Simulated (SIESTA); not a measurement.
Cu:

```
Cu
1.0
     1.21846   -3.97638    0.00000
     1.21846    3.97638    0.00000
     0.00000    0.00000    2.47550
Cu
2
Cartesian
  1.2185 -2.9118 1.8566
  1.2185 2.9118 0.6189
```

This isn't the form of Cu at room conditions, which is fcc.

```yaml
Program: SIESTA 5.4.2
Task: single point
Functional: PBE
Potentials_or_basis: PseudoDojo 0.4 standard (PBE files)
Basis: DZP (energy shift 0.003 Ry; two zetas on semicore shells)
Grid_cutoff: 800 Ry
Energy_shift: 0.003 Ry
k_mesh: 11 × 11 × 11
Occupations: fermi-dirac, width 0.05 eV
Spin: no spin polarisation
```

On this cell: pressure 6.5 GPa; largest force 0.053 eV/Å; band gap on the k mesh none (metal or under the smearing width).

The same run follows on a disturbed copy (atoms moved at random, drawn with an rms of 0.05 Å):

```
CELL_PARAMETERS angstrom
1.21846 -3.97638 0.00000
1.21846 3.97638 0.00000
0.00000 0.00000 2.47550
ATOMIC_POSITIONS crystal
Cu 0.87112 0.13331 0.73992
Cu 0.13504 0.88518 0.24696
```

What does the disturbed cell give?

The energy (extrapolated to zero smearing) moves by +18.1 meV/atom; pressure 6.6 GPa; largest force 0.828 eV/Å; band gap on the k mesh none (metal or under the smearing width).

Forces on the atoms (eV/Å):
```
Cu   0.009  0.826  0.060
Cu  -0.009 -0.826 -0.060
```

Stress tensor (GPa, compression positive):
```
 3.86 -0.59 -0.01
-0.59  8.30  0.15
-0.01  0.15  7.61
```

Caveats: short orbitals over semicore shells can move pressures by several GPa; the basis of atomic orbitals isn't converged, which shifts pressures, moduli and gaps.
